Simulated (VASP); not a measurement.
Input of a VASP 6.6.1 run:

Contents of INCAR:

```
SYSTEM = FeNi
  PREC = Accurate
  ENCUT = 520
  EDIFF = 1E-6
  ISMEAR = -1
  SIGMA = 0.05
  LREAL = .False.
  LASPH = .True.
  NELM = 120
  ALGO = Fast
  ISIF = 2
  LWAVE = .False.
  LCHARG = .False.
  ISPIN = 2
  MAGMOM = 1 3
  LORBIT = 11
  LMAXMIX = 4
  GGA = PS
```

File KPOINTS:

```
regular mesh
0
Gamma
  10 10 8
  0 0 0
```

The input POSCAR:

```
FeNi
1.0
    2.5330000000      0.0000000000      0.0000000000
    0.0000000000      2.5330000000      0.0000000000
    0.0000000000      0.0000000000      3.5820000000
Ni Fe
1 1
Direct
    0.5000000000      0.5000000000      0.5000000000
    0.0000000000      0.0000000000      0.0000000000
```

Contents of KPOINTS_OPT:

```
path GXMGZRAZ,XR,MA
10
line-mode
reciprocal
 0.0000000000  0.0000000000  0.0000000000  G
 0.0000000000  0.5000000000  0.0000000000  X

 0.0000000000  0.5000000000  0.0000000000  X
 0.5000000000  0.5000000000  0.0000000000  M

 0.5000000000  0.5000000000  0.0000000000  M
 0.0000000000  0.0000000000  0.0000000000  G

 0.0000000000  0.0000000000  0.0000000000  G
 0.0000000000  0.0000000000  0.5000000000  Z

 0.0000000000  0.0000000000  0.5000000000  Z
 0.0000000000  0.5000000000  0.5000000000  R

 0.0000000000  0.5000000000  0.5000000000  R
 0.5000000000  0.5000000000  0.5000000000  A

 0.5000000000  0.5000000000  0.5000000000  A
 0.0000000000  0.0000000000  0.5000000000  Z

 0.0000000000  0.5000000000  0.0000000000  X
 0.0000000000  0.5000000000  0.5000000000  R

 0.5000000000  0.5000000000  0.0000000000  M
 0.5000000000  0.5000000000  0.5000000000  A
```

Potentials or basis: VASP PAW PBE potentials, release 64 (Ni, Fe).

Launch:

```console
$ cat potpaw_PBE.64/Ni/POTCAR potpaw_PBE.64/Fe/POTCAR > POTCAR
$ mpirun -np 1 vasp_std > vasp.out
```

Q: Predict the pressure.

A: -11.4 GPa.

Q: Predict the net moment.

A: 3.30 μB per cell.

Q: Estimate the site moments.

A: Ni +0.64; Fe +2.67 μB.

Caveat: the PAW data sets were made with another functional, which shifts forces and pressure a little.
